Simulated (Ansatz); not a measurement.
KCl (Sylvite) in Ansatz: convergence with smearing width

KCl (Sylvite):

```xyz
2
Lattice="0.0000 3.1465 3.1465 3.1465 0.0000 3.1465 3.1465 3.1465 0.0000" Properties=species:S:1:pos:R:3 pbc="T T T"
K     0.0311   -0.0414    0.0021
Cl    3.1708    3.1108    3.0997
```

The cell isn't the ideal one: atoms moved at random, drawn with an rms of 0.05 Å.

| Property | Result |
| --- | --- |
| Program | Ansatz 0.2.0 |
| Task | convergence study |
| Functional | PBE |
| Potentials or basis | JTH PAW |
| Cutoff | 930 eV (not typed: the program's choice for these potentials) |
| k mesh | 5 × 5 × 5 |
| Occupations | fermi-dirac, width 0.3 eV |
| Spin | no spin polarisation |

These are the settings of the first run; the series varies smearing width, with any setting tied to it.

Hardware: 2 threads of Intel(R) Xeon(R) 6975P-C (Granite Rapids) (shared host).

```csv
smearing width,"energy less the tightest run, at zero smearing (meV/atom)",SCF cycles,CPU time (s),peak memory (GiB)
0.3 eV,0.05,7,6.8,0.59
0.2 eV,0.00,7,7.3,0.59
0.15 eV,0.00,7,6.5,0.57
0.1 eV,0.00,7,6.4,0.58
0.05 eV,0.00,7,6.5,0.58
0.025 eV,0.00,7,6.3,0.58
0.01 eV,0.00,7,6.2,0.58
0.005 eV,0.00,7,6.2,0.58
```

Against the tightest run, the energy stays within 1 meV/atom from 0.3 eV on. The tightest run that finished is the yardstick and may itself not be fully converged.
